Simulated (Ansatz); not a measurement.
The following input was run with Ansatz 0.2.0.

```yaml
crystal:
  lattice:
    - [2.6742538828, -0.0118703816, 0.0243236836]
    - [-0.0118703816, 2.5371615744, 0.0695795133]
    - [0.009000925, 0.0257477441, 0.9520880401]
  atoms:
    - { symbol: H, position: [0.0, 0.0, 0.5] }
basis:
  ecutwfc: 420
kpoints:
  mp_grid: { grid: [14, 14, 34] }
hamiltonian:
  xc: pbe
scf:
  occupations: { method: gaussian, width: 0.05 }
output:
  forces: true
  stress: true
  eigenvalues: true
```

It can be run as
```bash
ansatz run input.yaml --threads 1 --pin off --backend cpu --events-out ev --progress --plain --runs-dir out  # memory cap (--max-ram) not shown
```

Computed with DFT PBE, scalar-relativistic, plane waves, PAW in Ansatz 0.2.0.

Abridged output (iterations and final results):

```
SCF iter   1: F=—  HF=-15.483672 eV  |F-HF|=—  |Δ(HF+E_count)|=         —  Δρ=9.21e-3  dr2=6.01e-3  ethr=1.77e-3  ⟨swp⟩=5.1  Hψ=159483  notcnv=0
SCF iter   2: F=—  HF=-15.483594 eV  |F-HF|=—  |Δ(HF+E_count)|=   7.82e-5  Δρ=4.00e-3  dr2=1.20e-3  ethr=6.01e-4  ⟨swp⟩=2.0  Hψ=56279  notcnv=0
SCF iter   3: F=—  HF=-15.483917 eV  |F-HF|=—  |Δ(HF+E_count)|=   3.23e-4  Δρ=3.39e-4  dr2=3.00e-6  ethr=1.20e-4  ⟨swp⟩=2.4  Hψ=45791  notcnv=0
SCF iter   4: F=—  HF=-15.483895 eV  |F-HF|=—  |Δ(HF+E_count)|=   2.19e-5  Δρ=3.97e-5  dr2=8.13e-8  ethr=3.00e-7  ⟨swp⟩=1.6  Hψ=34809  notcnv=0
SCF iter   5: F=-15.483895 eV  HF=-15.483895 eV  |F-HF|=1.35e-9  |Δ(HF+E_count)|=   1.86e-8  Δρ=2.33e-6  dr2=1.12e-10  ethr=8.13e-9  ⟨swp⟩=1.0  Hψ=30032  notcnv=0
SCF iter   6: F=-15.483895 eV  HF=-15.483895 eV  |F-HF|=2.58e-13  |Δ(HF+E_count)|=   1.52e-9  Δρ=2.17e-7  dr2=3.50e-12  ethr=1.12e-11  ⟨swp⟩=1.0  Hψ=56725  notcnv=0
SCF 1 converged in 6 iterations: F = -15.483895 eV  dr2 = 3.50e-12
SCF converged after 6 iterations
Free energy (F): -15.483895 eV
Harris-Foulkes:  -15.483895 eV  (|F-HF|=2.58e-13)
Internal energy: -15.483825 eV  (E = F + TS)
E sigma→0 (E₀):  -15.483860 eV
Entropy (-TS):   -0.000070 eV (-0.070 meV/atom)
Fermi energy:    -0.726758 eV
--- Per-component energies (eV) ---
  E_band       = -7.582252
  E_kinetic    = 13.734741
  E_local      = -19.229051  (includes V_loc(G=0)·N_el)
  E_nonlocal   = 1.562244
  E_hartree    = 4.275757
  E_xc         = -8.965952
  E_vxc        = -11.568415  (∫ρ·V_xc dr)
  E_paw        = -0.508857  (= ΣΔE_a)
  E_vpaw       = -0.632032  (= ΣTr[D̂ρ^β])
  E_aug_tail   = -0.001248  (compensation charges beyond the density's cutoff)
  E_ewald      = -6.351460
  E_smearing   = -0.000070  (= −TS)
--- Forces (eV/Å), atoms counted from 1 ---
  atom   1  H      0.00000000     0.00000000     0.00000000
--- Stress (GPa, compression-positive) ---
        1.814806      -0.019703       0.074457
       -0.019703       3.197850       0.232343
        0.074457       0.232343      11.743102
  P = ⅓ Tr σ = 5.5853 GPa (55.853 kbar)
--- Band table (eV; the first three rows and the last of 3336) ---
  k-point 0: bands = ["-12.3702", "9.1352", "14.1647", "16.2573", "18.4144"]
  k-point 1: bands = ["-12.2276", "9.2758", "14.3085", "16.3922", "18.5693"]
  k-point 2: bands = ["-11.7997", "9.6976", "14.7398", "16.7975", "19.0334"]
  k-point 3335: bands = ["26.6141", "36.6687", "46.5958", "46.9604", "47.0444"]
```

The calculation finished and met its thresholds.

The cell holds chains, and where no dispersion correction was added their binding is poorly described.